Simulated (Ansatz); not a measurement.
Crystal: Dy, bcc type, 1 atom in the cell.

These are results of PBE, plane waves, PAW datasets (generated soft set 1) in Ansatz 0.2.0 development build, not measurements.

Cutoff 420 eV; k-mesh 38×38×38 Γ-centred; Fermi–Dirac smearing of 0.0612 eV; no spin polarisation; no spin–orbit coupling.

The fit to the energies gives V₀ = 32.227 Å³/atom (a₀ = 4.009 Å), B₀ = 18.5 GPa, B₀′ = 3.14.

(1) What pressure does the program print at V = 33.531 Å³/atom, and how far above the lowest computed point (V = 32.241 Å³/atom) does the energy lie?

Results:

(1) -0.69 GPa and 2.88 meV/atom. All points:

```json
{"V (Å³/atom)": "30.307", "a (Å)": "3.9282", "E − E(min) (meV/atom)": "7.17", "P (GPa)": "1.25"}
{"V (Å³/atom)": "30.951", "a (Å)": "3.9558", "E − E(min) (meV/atom)": "3.08", "P (GPa)": "0.79"}
{"V (Å³/atom)": "31.596", "a (Å)": "3.9831", "E − E(min) (meV/atom)": "0.73", "P (GPa)": "0.38"}
{"V (Å³/atom)": "32.241", "a (Å)": "4.0100", "E − E(min) (meV/atom)": "0.00", "P (GPa)": "-0.01"}
{"V (Å³/atom)": "32.886", "a (Å)": "4.0366", "E − E(min) (meV/atom)": "0.75", "P (GPa)": "-0.36"}
{"V (Å³/atom)": "33.531", "a (Å)": "4.0628", "E − E(min) (meV/atom)": "2.88", "P (GPa)": "-0.69"}
{"V (Å³/atom)": "34.176", "a (Å)": "4.0887", "E − E(min) (meV/atom)": "6.26", "P (GPa)": "-0.99"}
```

The published all-electron PBE values for this crystal (mean of FLEUR and WIEN2k, k-spacing 0.06 Å⁻¹; Bosoni et al., Nat. Rev. Phys. 6, 45 (2024)) are V₀ = 32.289 Å³/atom, B₀ = 18.2 GPa, B₀′ = 3.16.

The stress includes the program's correction for the finite plane-wave basis.

This cubic structure is a model: it isn't the usual form of the substance at ambient conditions, and such phases are metastable or hypothetical. The open f shell is treated without spin here, so this is a model state and not the ground state.
